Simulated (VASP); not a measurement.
**Ge in VASP: how settings move the PBE single point**

Aim: see what changed inputs do to the PBE single point of diamond Ge, under -4.0 % strain along z alone.

The runs shown are made with VASP 6.6.1. PAW datasets, plane waves. (Simulation; spin polarisation is off (in the reference).)

### 1 Starting point

The cell comes from an earlier relaxation with r2SCAN in another program, then strained, with the atoms relaxed again. Some of the altered inputs switch spin polarisation on.

It is tetragonal, I4_1/amd (No. 141); a = 4.012 Å, c = 5.447 Å in the conventional setting, 21.92 Å³ an atom. Near Ge stand 4 Ge at 2.42 Å.

Structure file:

```xyz
2
Lattice="0.0000 2.8369 2.7234 2.8369 0.0000 2.7234 2.8369 2.8369 0.0000" Properties=species:S:1:pos:R:3 pbc="T T T"
Ge    0.0000    0.0000    0.0000
Ge    1.4184    1.4184    1.3617
```

### 2 Reference

The input, INCAR:

```
ENCUT = 520.000000
SIGMA = 0.020000
EDIFF = 1.00e-07
GGA = PE
PREC = Accurate
IBRION = -1
ISIF = 2
ISMEAR = -1
NBANDS = 21
NELM = 120
NSW = 0
LASPH = .TRUE.
LCHARG = .FALSE.
LWAVE = .FALSE.
LREAL = .FALSE.
```

The input, KPOINTS:

```
KPOINTS created by Atomic Simulation Environment
0
Gamma
8 8 8
0 0 0
```

The input, POSCAR:

```
Ge
 1.0000000000000000
     0.0000000000000000    2.8368735120999999    2.7233985716000002
     2.8368735120999999    0.0000000000000000    2.7233985716000002
     2.8368735120999999    2.8368735120999999    0.0000000000000000
 Ge
   2
Cartesian
  0.0000000000000000  0.0000000000000000  0.0000000000000000
  1.4184367560500000  1.4184367560500000  1.3616992858000001
```

A file KPOINTS_OPT adds named points for the levels; it doesn't enter the self-consistent loop.

Potentials: the recommended PBE PAW datasets, 28 valence electrons.

On the command line:

```bash
$ mpirun -np 1 vasp_std
```

The closing lines of the self-consistent loop in OSZICAR:

```text
DAV:  11    -0.894475727312E+01   -0.14745E-05   -0.49561E-06  2828   0.332E-02    0.177E-03
DAV:  12    -0.894475740355E+01   -0.13043E-06   -0.18335E-07  2306   0.478E-03    0.543E-04
DAV:  13    -0.894475739383E+01    0.97143E-08   -0.15537E-08  1674   0.174E-03
   1 F= -.89447574E+01 E0= -.89446664E+01  d E =-.182024E-03
```

It took 53 s on 1 MPI rank of Intel Xeon Platinum 8488C, shared host; peak memory 0.22 GiB.

It gives: energy (σ→0) -8.9447 eV, pressure 6.14 GPa, gap on the mesh 0.05 eV.

### 3 Variant 1

The input, INCAR:

```
ENCUT = 520.000000
GGA = PE
PREC = Accurate
IBRION = -1
ISIF = 2
NBANDS = 21
NELM = 120
NSW = 0
LASPH = .TRUE.
LCHARG = .FALSE.
LWAVE = .FALSE.
LREAL = .FALSE.
EDIFF = 0.001
ISMEAR = -5
SIGMA = 0.05
```

KPOINTS is that of step 2.

POSCAR is that of step 2.

On the command line:

```bash
$ mpirun -np 1 vasp_std
```

Printed to the terminal (iteration lines stand in OSZICAR):

```text
POSCAR found type information on POSCAR Ge
 POSCAR found :  1 types and       2 ions
 LDA part: xc-table for (Slater+PW92), standard interpolation
 POSCAR, INCAR and KPOINTS ok, starting setup
 FFT: planning ... GRIDC
 FFT: planning ... GRID_SOFT
 FFT: planning ... GRID
 WAVECAR not read
 entering main loop
```

OSZICAR:

```text
N       E                     dE             d eps       ncg     rms          rms(c)
DAV:   1     0.187550942220E+03    0.18755E+03   -0.14534E+04  2808   0.365E+03
DAV:   2     0.179500276954E+02   -0.16960E+03   -0.16475E+03  2493   0.630E+02
DAV:   3    -0.817283969319E+01   -0.26123E+02   -0.25970E+02  2848   0.141E+02
DAV:   4    -0.902916486980E+01   -0.85633E+00   -0.85596E+00  2833   0.299E+01
DAV:   5    -0.904322915819E+01   -0.14064E-01   -0.14064E-01  2823   0.423E+00    0.335E+00
DAV:   6    -0.897703281728E+01    0.66196E-01   -0.23295E-02  2813   0.141E+00    0.198E+00
DAV:   7    -0.894275217447E+01    0.34281E-01   -0.53155E-02  2814   0.200E+00    0.150E-01
DAV:   8    -0.894451063200E+01   -0.17585E-02   -0.60873E-03  2651   0.922E-01    0.441E-02
DAV:   9    -0.894464897962E+01   -0.13835E-03   -0.23480E-04  1726   0.216E-01
   1 F= -.89446490E+01 E0= -.89446490E+01  d E =0.000000E+00
```

From OUTCAR:

```text
k-points           NKPTS =     59   k-points in BZ     NKDIM =     59   number of bands    NBANDS=     21

   NELECT =      28.0000    total number of electrons

   dimension x,y,z NGX =    30 NGY =   30 NGZ =   30
   dimension x,y,z NGXF=    60 NGYF=   60 NGZF=   60

  energy-cutoff  :      520.00
  volume of cell :       43.84
      direct lattice vectors                 reciprocal lattice vectors
     0.000000000  2.836873512  2.723398572    -0.176250368  0.176250368  0.183594133
     2.836873512  0.000000000  2.723398572     0.176250368 -0.176250368  0.183594133
     2.836873512  2.836873512  0.000000000     0.176250368  0.176250368 -0.183594133

 k-points in reciprocal lattice and weights: KPOINTS created by Atomic Simulation Env
   0.00000000  0.00000000  0.00000000       0.002
   0.12500000 -0.00000000  0.00000000       0.016
   0.25000000 -0.00000000  0.00000000       0.016
   0.37500000 -0.00000000  0.00000000       0.016
   0.50000000 -0.00000000  0.00000000       0.008
   0.12500000  0.12500000  0.00000000       0.004
   0.25000000  0.12500000  0.00000000       0.016
   0.37500000  0.12500000  0.00000000       0.016
[... 51 more k-points ...]

 E-fermi :   5.5582

 k-point     1 :       0.0000    0.0000    0.0000
  band No.  band energies     occupation
      1     -19.5554      2.00000
      2     -19.5437      2.00000
      3     -19.5437      2.00000
      4     -19.5116      2.00000
      5     -19.5064      2.00000
      6     -19.2874      2.00000
      7     -19.2874      2.00000
      8     -19.2710      2.00000
      9     -19.2690      2.00000
     10     -19.2587      2.00000
     11      -7.7058      2.00000
     12       5.2135      2.00000
     13       5.2135      2.00000
     14       5.5226      2.00000
     15       5.6352      0.00000
     16       7.7580      0.00000
     17       7.9591      0.00000
     18       7.9591      0.00000
     19      11.8164      0.00000
     20      14.4743      0.00000
     21      15.2320      0.00000

 k-point     2 :       0.1250   -0.0000    0.0000
  band No.  band energies     occupation
      1     -19.5612      2.00000
      2     -19.5527      2.00000
      3     -19.5444      2.00000
      4     -19.4982      2.00000
      5     -19.4942      2.00000
      6     -19.2983      2.00000
      7     -19.2952      2.00000
      8     -19.2803      2.00000
      9     -19.2534      2.00000
     10     -19.2533      2.00000
     11      -7.5094      2.00000
     12       2.9949      2.00000
     13       4.8519      2.00000
     14       5.0842      2.00000
     15       6.5003      0.00000
     16       8.2721      0.00000
     17       8.4065      0.00000
     18       8.9458      0.00000
     19      12.7656      0.00000
     20      13.6690      0.00000
     21      14.1525      0.00000

[... the tables of k-points 3 to 59 left out ...]

  Total        1.2565492      1.2565492      2.0106190      0.0000000     -0.0000000      0.0000000
  in kB       45.9270899     45.9270899     73.4884728      0.0000000     -0.0000000      0.0000000
  external PRESSURE =      55.1142175 kB  Pullay stress =       0.0000000 kB

 POSITION                                       TOTAL-FORCE (eV/Angst)
 -----------------------------------------------------------------------------------
      0.00000      0.00000      0.00000        -0.000000     -0.000000      0.000000
      1.41844      1.41844      1.36170         0.000000      0.000000      0.000000
 -----------------------------------------------------------------------------------
    total drift:                                0.000000      0.000000      0.000000

  FREE ENERGIE OF THE ION-ELECTRON SYSTEM (eV)
  ---------------------------------------------------
  free  energy   TOTEN  =        -8.9446489796 eV

  energy  without entropy=       -8.9446489796  energy(sigma->0) =       -8.94464898
```

Run time: 30 s. Hardware: 1 MPI rank of Intel Xeon Platinum 8488C, shared host; peak memory 0.19 GiB.

Changed: EDIFF = 0.001, ISMEAR = -5, SIGMA = 0.05. VASP runs to the end. Against the reference the energy moves by less than 0.1 meV/atom; the pressure goes from 6.1 to 5.5 GPa. EDIFF is loose here, which can spoil forces and stress before the energy.

### 4 Variant 2

Changes to INCAR since step 2:

```diff
@@ -15 +15,4 @@
 LREAL = .FALSE.
+ISPIN = 2
+MAGMOM = 0.5 0.5
+LMAXMIX = 4
```

KPOINTS is that of step 2.

POSCAR is that of step 2.

On the command line:

```bash
$ mpirun -np 1 vasp_std
```

Standard output, without the iteration lines:

```text
POSCAR found type information on POSCAR Ge
 POSCAR found :  1 types and       2 ions
 LDA part: xc-table for (Slater+PW92), standard interpolation
 POSCAR, INCAR and KPOINTS ok, starting setup
 FFT: planning ... GRIDC
 FFT: planning ... GRID_SOFT
 FFT: planning ... GRID
 WAVECAR not read
 entering main loop
```

OSZICAR:

```text
N       E                     dE             d eps       ncg     rms          rms(c)
DAV:   1     0.186836044776E+03    0.18684E+03   -0.14258E+04  5578   0.358E+03
DAV:   2     0.179913020460E+02   -0.16884E+03   -0.16355E+03  4986   0.620E+02
DAV:   3    -0.809579762330E+01   -0.26087E+02   -0.25927E+02  5666   0.141E+02
DAV:   4    -0.893591259820E+01   -0.84011E+00   -0.83969E+00  5701   0.297E+01
DAV:   5    -0.894960136557E+01   -0.13689E-01   -0.13688E-01  5651   0.416E+00    0.561E+00
DAV:   6    -0.896560553942E+01   -0.16004E-01   -0.44483E-02  6730   0.304E+00    0.274E+00
DAV:   7    -0.895215674314E+01    0.13449E-01   -0.31545E-02  5452   0.208E+00    0.147E+00
DAV:   8    -0.894340844503E+01    0.87483E-02   -0.24192E-02  5482   0.135E+00    0.265E-01
DAV:   9    -0.894420916067E+01   -0.80072E-03   -0.16844E-03  5609   0.367E-01    0.947E-02
DAV:  10    -0.894460592197E+01   -0.39676E-03   -0.23404E-04  5902   0.116E-01    0.493E-02
DAV:  11    -0.894475510659E+01   -0.14918E-03   -0.18346E-04  5351   0.871E-02    0.104E-02
DAV:  12    -0.894475590800E+01   -0.80141E-06   -0.68359E-06  5884   0.335E-02    0.527E-03
DAV:  13    -0.894475706186E+01   -0.11539E-05   -0.12637E-06  4769   0.113E-02    0.277E-03
DAV:  14    -0.894475735729E+01   -0.29542E-06   -0.63226E-07  4617   0.453E-03    0.108E-03
DAV:  15    -0.894475737430E+01   -0.17009E-07   -0.46018E-08  4217   0.203E-03
   1 F= -.89447574E+01 E0= -.89446664E+01  d E =-.182031E-03  mag=    -0.0000
```

Parts of OUTCAR:

```text
k-points           NKPTS =     59   k-points in BZ     NKDIM =     59   number of bands    NBANDS=     21

   NELECT =      28.0000    total number of electrons

   dimension x,y,z NGX =    30 NGY =   30 NGZ =   30
   dimension x,y,z NGXF=    60 NGYF=   60 NGZF=   60

  energy-cutoff  :      520.00
  volume of cell :       43.84
      direct lattice vectors                 reciprocal lattice vectors
     0.000000000  2.836873512  2.723398572    -0.176250368  0.176250368  0.183594133
     2.836873512  0.000000000  2.723398572     0.176250368 -0.176250368  0.183594133
     2.836873512  2.836873512  0.000000000     0.176250368  0.176250368 -0.183594133

 k-points in reciprocal lattice and weights: KPOINTS created by Atomic Simulation Env
   0.00000000  0.00000000  0.00000000       0.002
   0.12500000 -0.00000000  0.00000000       0.016
   0.25000000 -0.00000000  0.00000000       0.016
   0.37500000 -0.00000000  0.00000000       0.016
   0.50000000 -0.00000000  0.00000000       0.008
   0.12500000  0.12500000  0.00000000       0.004
   0.25000000  0.12500000  0.00000000       0.016
   0.37500000  0.12500000  0.00000000       0.016
[... 51 more k-points ...]

 E-fermi :   5.5250

 k-point     1 :       0.0000    0.0000    0.0000
  band No.  band energies     occupation
      1     -19.5561      1.00000
      2     -19.5445      1.00000
      3     -19.5445      1.00000
      4     -19.5122      1.00000
      5     -19.5072      1.00000
      6     -19.2882      1.00000
      7     -19.2882      1.00000
      8     -19.2718      1.00000
      9     -19.2697      1.00000
     10     -19.2593      1.00000
     11      -7.7054      1.00000
     12       5.2136      1.00000
     13       5.2136      1.00000
     14       5.5227      0.52812
     15       5.6359      0.00389
     16       7.7577      0.00000
     17       7.9588      0.00000
     18       7.9588      0.00000
     19      11.8240      0.00000
     20      14.4737      0.00000
     21      15.2317      0.00000

 k-point     2 :       0.1250   -0.0000    0.0000
  band No.  band energies     occupation
      1     -19.5619      1.00000
      2     -19.5535      1.00000
      3     -19.5452      1.00000
      4     -19.4989      1.00000
      5     -19.4950      1.00000
      6     -19.2991      1.00000
      7     -19.2960      1.00000
      8     -19.2811      1.00000
      9     -19.2542      1.00000
     10     -19.2540      1.00000
     11      -7.5090      1.00000
     12       2.9951      1.00000
     13       4.8519      1.00000
     14       5.0842      1.00000
     15       6.5009      0.00000
     16       8.2719      0.00000
     17       8.4062      0.00000
     18       8.9467      0.00000
     19      12.7720      0.00000
     20      13.6693      0.00000
     21      14.1534      0.00000

[... the tables of k-points 3 to 59 left out ...]

  Total        1.4368208      1.4368208      2.1793212      0.0000000      0.0000000      0.0000000
  in kB       52.5160482     52.5160482     79.6545687      0.0000000      0.0000000      0.0000000
  external PRESSURE =      61.5622217 kB  Pullay stress =       0.0000000 kB

 POSITION                                       TOTAL-FORCE (eV/Angst)
 -----------------------------------------------------------------------------------
      0.00000      0.00000      0.00000        -0.000000     -0.000000      0.000000
      1.41844      1.41844      1.36170         0.000000      0.000000     -0.000000
 -----------------------------------------------------------------------------------
    total drift:                                0.000000      0.000000      0.000000

  FREE ENERGIE OF THE ION-ELECTRON SYSTEM (eV)
  ---------------------------------------------------
  free  energy   TOTEN  =        -8.9447573743 eV

  energy  without entropy=       -8.9445753433  energy(sigma->0) =       -8.94466636
```

Wall time 94 s (1 MPI rank of Intel Xeon Platinum 8488C, shared host); peak memory 0.23 GiB.

Changed: ISPIN = 2, MAGMOM = 0.5 0.5, LMAXMIX = 4. The run ends normally. Against the reference the energy moves by less than 0.1 meV/atom. The run starts with moments and ends with 0.00 μB a cell: no net moment is left.

### 5 Variant 3

Changes to INCAR since step 2:

```diff
@@ -9,3 +9,2 @@
 NBANDS = 21
-NELM = 120
 NSW = 0
@@ -15 +14,2 @@
 LREAL = .FALSE.
+NELM = 56
```

The input, KPOINTS:

```
KPOINTS created by Atomic Simulation Environment
0
Gamma
2 2 2
0 0 0
```

POSCAR is that of step 2.

On the command line:

```bash
$ mpirun -np 1 vasp_std
```

Standard output, without the iteration lines:

```text
POSCAR found type information on POSCAR Ge
 POSCAR found :  1 types and       2 ions
 LDA part: xc-table for (Slater+PW92), standard interpolation
 POSCAR, INCAR and KPOINTS ok, starting setup
 FFT: planning ... GRIDC
 FFT: planning ... GRID_SOFT
 FFT: planning ... GRID
 WAVECAR not read
 entering main loop
```

OSZICAR:

```text
N       E                     dE             d eps       ncg     rms          rms(c)
DAV:   1     0.190336453940E+03    0.19034E+03   -0.14921E+04   189   0.367E+03
DAV:   2     0.201660284740E+02   -0.17017E+03   -0.16570E+03   168   0.638E+02
DAV:   3    -0.534737624493E+01   -0.25513E+02   -0.25311E+02   178   0.140E+02
DAV:   4    -0.613936385842E+01   -0.79199E+00   -0.79041E+00   208   0.294E+01
DAV:   5    -0.615177766049E+01   -0.12414E-01   -0.12413E-01   178   0.394E+00    0.410E+00
DAV:   6    -0.600740027210E+01    0.14438E+00   -0.56200E-02   235   0.142E+00    0.242E+00
DAV:   7    -0.595753248838E+01    0.49868E-01   -0.12516E-01   197   0.239E+00    0.246E-01
DAV:   8    -0.596089112167E+01   -0.33586E-02   -0.66958E-03   208   0.716E-01    0.127E-01
DAV:   9    -0.596350856798E+01   -0.26174E-02   -0.19407E-03   192   0.274E-01    0.626E-02
DAV:  10    -0.596366572036E+01   -0.15715E-03   -0.13568E-04   251   0.190E-01    0.244E-02
DAV:  11    -0.596373496816E+01   -0.69248E-04   -0.11132E-04   226   0.115E-01    0.458E-03
DAV:  12    -0.596373547636E+01   -0.50820E-06   -0.41558E-06   208   0.248E-02    0.261E-03
DAV:  13    -0.596373567383E+01   -0.19747E-06   -0.34235E-07   182   0.104E-02    0.726E-04
DAV:  14    -0.596373563399E+01    0.39838E-07   -0.38835E-08   144   0.427E-03
   1 F= -.59637356E+01 E0= -.59582819E+01  d E =-.109075E-01
```

Parts of OUTCAR:

```text
k-points           NKPTS =      4   k-points in BZ     NKDIM =      4   number of bands    NBANDS=     21

   NELECT =      28.0000    total number of electrons

   dimension x,y,z NGX =    30 NGY =   30 NGZ =   30
   dimension x,y,z NGXF=    60 NGYF=   60 NGZF=   60

  energy-cutoff  :      520.00
  volume of cell :       43.84
      direct lattice vectors                 reciprocal lattice vectors
     0.000000000  2.836873512  2.723398572    -0.176250368  0.176250368  0.183594133
     2.836873512  0.000000000  2.723398572     0.176250368 -0.176250368  0.183594133
     2.836873512  2.836873512  0.000000000     0.176250368  0.176250368 -0.183594133

 k-points in reciprocal lattice and weights: KPOINTS created by Atomic Simulation Env
   0.00000000  0.00000000  0.00000000       0.125
   0.50000000 -0.00000000  0.00000000       0.500
   0.50000000  0.50000000  0.00000000       0.125
   0.50000000  0.00000000  0.50000000       0.250

 E-fermi :   5.7541

 k-point     1 :       0.0000    0.0000    0.0000
  band No.  band energies     occupation
      1     -19.2095      2.00000
      2     -19.2095      2.00000
      3     -19.2063      2.00000
      4     -19.1826      2.00000
      5     -19.1675      2.00000
      6     -18.9550      2.00000
      7     -18.9550      2.00000
      8     -18.9453      2.00000
      9     -18.9216      2.00000
     10     -18.9126      2.00000
     11      -7.4849      2.00000
     12       5.4577      2.00000
     13       5.4577      2.00000
     14       5.7532      1.02289
     15       5.9028      0.00118
     16       7.8952      0.00000
     17       8.1121      0.00000
     18       8.1121      0.00000
     19      12.1580      0.00000
     20      14.5923      0.00000
     21      15.3378      0.00000

 k-point     2 :       0.5000   -0.0000    0.0000
  band No.  band energies     occupation
      1     -19.2374      2.00000
      2     -19.2331      2.00000
      3     -19.1926      2.00000
      4     -19.1364      2.00000
      5     -19.1206      2.00000
      6     -18.9969      2.00000
      7     -18.9675      2.00000
      8     -18.9631      2.00000
      9     -18.9101      2.00000
     10     -18.8871      2.00000
     11      -5.3038      2.00000
     12      -2.2207      2.00000
     13       3.8971      2.00000
     14       4.2555      2.00000
     15       5.7936      0.24398
     16       9.0988      0.00000
     17       9.3940      0.00000
     18      12.7348      0.00000
     19      16.2231      0.00000
     20      16.8946      0.00000
     21      16.9190      0.00000

[... the tables of k-points 3 to 4 left out ...]

  Total        3.7389310      3.7389310      3.5455763      0.0000000     -0.0000000      0.0000000
  in kB      136.6585734    136.6585734    129.5914267      0.0000000     -0.0000000      0.0000000
  external PRESSURE =     134.3028579 kB  Pullay stress =       0.0000000 kB

 POSITION                                       TOTAL-FORCE (eV/Angst)
 -----------------------------------------------------------------------------------
      0.00000      0.00000      0.00000         0.000000      0.000000     -0.000000
      1.41844      1.41844      1.36170         0.000000      0.000000      0.000000
 -----------------------------------------------------------------------------------
    total drift:                                0.000000      0.000000      0.000000

  FREE ENERGIE OF THE ION-ELECTRON SYSTEM (eV)
  ---------------------------------------------------
  free  energy   TOTEN  =        -5.9637356340 eV

  energy  without entropy=       -5.9528281693  energy(sigma->0) =       -5.95828190
```

Run time: 7.2 s. Hardware: 1 MPI rank of Intel Xeon Platinum 8488C, shared host; peak memory 0.16 GiB.

Changed: NELM = 56, mesh 2×2×2. VASP runs to the end. Against the reference the energy moves by +1.49 eV/atom; the pressure goes from 6.1 to 13.4 GPa. These settings are too coarse to quote the result as the crystal's.

### 6 All runs together

| run | changed | ending | energy change (meV/atom) | pressure (GPa) | gap on the mesh (eV; negative: overlap) | electronic steps | time | usable |
| --- | --- | --- | --- | --- | --- | --- | --- | --- |
| ref. | – | converged | 0 | 6.1 | 0.05 | 13 | 53 s | yes |
| 1 | EDIFF = 0.001, ISMEAR = -5, SIGMA = 0.05 | converged | 0.0 | 5.5 | 0.05 | 9 | 30 s | no |
| 2 | ISPIN = 2, MAGMOM = 0.5 0.5, LMAXMIX = 4 | converged | 0.0 | 6.2 | – | 15 | 94 s | yes |
| 3 | NELM = 56, mesh 2×2×2 | converged | 1493.2 | 13.4 | 0.04 | 14 | 7.2 s | no |

What this shows: Of 3 altered inputs, 2 ended normally on a faulty or unsound input, 1 gave usable results.
